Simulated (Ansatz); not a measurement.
A surface is cut from this relaxed crystal of HfN:

```yaml
crystal:
  lattice:
    - [0.00000, 2.27390, 2.27390]
    - [2.27390, 0.00000, 2.27390]
    - [2.27390, 2.27390, 0.00000]
  atoms:
    - { symbol: Hf, position: [0.00000, 0.00000, 0.00000] }
    - { symbol: N, position: [0.50000, 0.50000, 0.50000] }
```

Miller indices refer to the conventional cell of Fm-3m (No. 225), a = 4.548 Å, b = 4.548 Å, c = 4.548 Å, α = 90.00°, β = 90.00°, γ = 90.00°.

The (111) slab of 10 planes, 11.8 Å thick with 15 Å of vacuum as cut; outer planes Hf (top) and N (bottom).

All numbers below come from DFT PBE, scalar-relativistic, plane waves, PAW (Ansatz). Settings: cutoff 420 eV, Γ-centred mesh 12×12×1 on the computed 10-atom cell, Gaussian smearing of 0.10 eV; no spin polarisation. A dipole correction removes the field between periodic images along c.

Results for the relaxed slab:

```yaml
Surface_energy_mean_of_both_faces: 2.48 J/m²
Work_function: 4.53 eV (top), 6.27 eV (bottom)
Dipole_of_the_slab_along_+c_per_cell: 0.09 e·Å
```

Relaxation lowers the energy by 1.760 J/m² a face; the largest move is 0.273 Å.

```
plane (bottom to top) atoms spacing to next, bulk (Å) relaxed (Å) change (%)
                    1      N                      1.313        0.781       -40.5
                    2     Hf                      1.313        1.670       +27.2
                    3      N                      1.313        1.206        -8.2
                    4     Hf                      1.313        1.314        +0.1
                    5      N                      1.313        1.314        +0.1
                    6     Hf                      1.313        1.339        +2.0
                    7      N                      1.313        1.345        +2.4
                    8     Hf                      1.313        1.253        -4.5
                    9      N                      1.313        1.303        -0.7
                   10     Hf
```

Spin–orbit coupling is left out, which can shift energies with elements as heavy as these. Spin polarisation was left out, and a magnetic state may lie lower.